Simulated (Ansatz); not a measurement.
**What settings do to one calculation: H started on an O site next to a Ti vacancy in rutile TiO2, 11 atoms, charge −2**

Ansatz (PAW, plane waves), atoms fixed. The base input:

```yaml
crystal:
  lattice:
    - [4.591414, 0.000000, 0.000000]
    - [0.000000, 4.591414, 0.000000]
    - [0.000000, 0.000000, 5.877742]
  atoms:
    - { symbol: Ti, position: [0.009928, 0.991096, 0.021224] }
    - { symbol: Ti, position: [0.988782, 0.978881, 0.499459], spin: 0.375 }
    - { symbol: Ti, position: [0.509242, 0.531059, 0.786201], spin: 0.375 }
    - { symbol: O, position: [0.339473, 0.315980, 0.011665], spin: 0.375 }
    - { symbol: O, position: [0.677660, 0.688332, 0.995743], spin: 0.375 }
    - { symbol: O, position: [0.730497, 0.716718, 0.519601], spin: 0.375 }
    - { symbol: O, position: [0.166474, 0.764312, 0.259684], spin: 0.375 }
    - { symbol: O, position: [0.187711, 0.783756, 0.742819] }
    - { symbol: O, position: [0.740165, 0.173097, 0.255679], spin: 0.375 }
    - { symbol: O, position: [0.769955, 0.225957, 0.765607] }
    - { symbol: H, position: [0.294749, 0.283738, 0.504120], spin: 0.375 }
kpoints:
  mp_grid: { grid: [2, 2, 2], shift: [0.5, 0.5, 0.5] }
hamiltonian:
  xc: pbesol
total_charge: -2
magnetization:
  spin_polarized: true
scf:
  occupations: { method: fermi_dirac, width: 0.01 }
output:
  forces: true
  eigenvalues: true
  populations: true
  charged_corrections: { epsilon: 100 }
  write_density: true
  write_potential: true
  elf: true
  volumetric_format: npy
```

Command:

```sh
ansatz run in.yaml --threads 8 --pin off --max-ram 13300MiB --runs-dir r --events-out ev --progress --plain
```

It converged in 18 iterations and 2.8 s of wall time on 8 threads of a Neoverse-V2 processor, on a host shared with other runs; peak host memory 0.55 GiB; largest force component 3.85 eV/Å. The cutoff was the default, 420 eV. The base isn't a converged reference: it has few k points, and its atoms are unrelaxed. Each run below changes the keys shown and caps the iterations.

```csv
run,changed,ending,iterations,free energy less the base (meV per atom),rms change of forces (eV/Å),change of pressure (GPa),"wall time (s, shared host)"
1,"ecutrho_ratio 2, dr2_threshold 0.0001, max_iter 80",converged,13,-3.1,0.010,–,2 CPU
2,"ecutrho_ratio 2, max_iter 80",converged,16,-3.1,0.010,–,2 CPU
3,"mixing algorithm msr1, mixing beta 0.2, max_iter 100, total_charge 0",converged,17,other zero,0.976,–,2.2 CPU
4,max_iter 2,not converged,–,–,–,–,–
5,"dispersion d4, max_iter 80",converged,18,other zero,0.045,–,2.8 CPU
6,"accuracy low, max_iter 4, initial_magnetization 2",not converged,–,–,–,–,–
7,"max_iter 2, accuracy low",not converged,–,–,–,–,–
8,"xc_grid 3 (2 is the default), occupations tetrahedron, max_iter 70",converged,20,0.0,0.001,–,2.4 CPU
```

«Other zero»: another functional, charge or dispersion term moves the zero of energy, so the difference says nothing of accuracy.

Problem. Which changes leave the result alone, and which of the same physical model moves the forces most?

Solution. The forces move by under 0.002 eV/Å in run 8. Among the runs with the same functional, charge and dispersion term, none moves them by over 0.01 eV/Å.

Problem. Why did some runs give no result?

Solution. - run 4: did not converge after 2 iterations: dr2 = 4.88e0 (threshold 1.00e-7), under the density mixer `msr1`, which `scf.mixing.algorithm: auto` chose by the deck's other keys (type `scf.mixing.algorithm: msr1` to keep it);
- run 6: did not converge after 4 iterations: dr2 = 6.28e-1 (threshold 1.00e-7), under the density mixer `msr1`, which `scf.mixing.algorithm: auto` chose by the deck's other keys (type `scf.mixing.algorithm: msr1` to keep it);
- run 7: did not converge after 2 iterations: dr2 = 4.88e0 (threshold 1.00e-7), under the density mixer `msr1`, which `scf.mixing.algorithm: auto` chose by the deck's other keys (type `scf.mixing.algorithm: msr1` to keep it);
